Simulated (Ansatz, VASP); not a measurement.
**One calculation of Ni, two programs**

```
CELL_PARAMETERS angstrom
0.00000 1.78550 1.78550
1.78550 0.00000 1.78550
1.78550 1.78550 0.00000
ATOMIC_POSITIONS crystal
Ni 0.00000 0.00000 0.00000
```

Alike in both runs: task single point; functional r2SCAN; k mesh 12 × 12 × 12; occupations fermi-dirac, width 0.05 eV; collinear spin.

|  | VASP | Ansatz |
| --- | --- | --- |
| version | VASP 6.6.1 | Ansatz 0.2.0 |
| potentials or method | VASP PAW PBE potentials, release 64 (Ni) | PAW, plane waves, scalar-relativistic |
| plane-wave cutoff (eV) | 520 | 500 |
| valence electrons in the cell | 10 | 18 |

VASP gave:

- pressure (GPa): -14.0
- net moment per atom (μB): 0.74
- size of the moment on the site where the two differ most (μB): 0.77

Which values does Ansatz return?

Pressure (GPa): -14.4; net moment per atom (μB): 0.75; size of the moment on the site where the two differ most (μB): 0.83.

Site moments also hang on the region over which each program counts them. The functional is the same, so the differences come from potentials, cutoffs and numerics. The two sets of potentials don't hold the same shells in valence. Ansatz warned: «stability_check_not_made».

Caveats: the PAW data sets were made with another functional, which shifts forces and pressure a little (VASP).
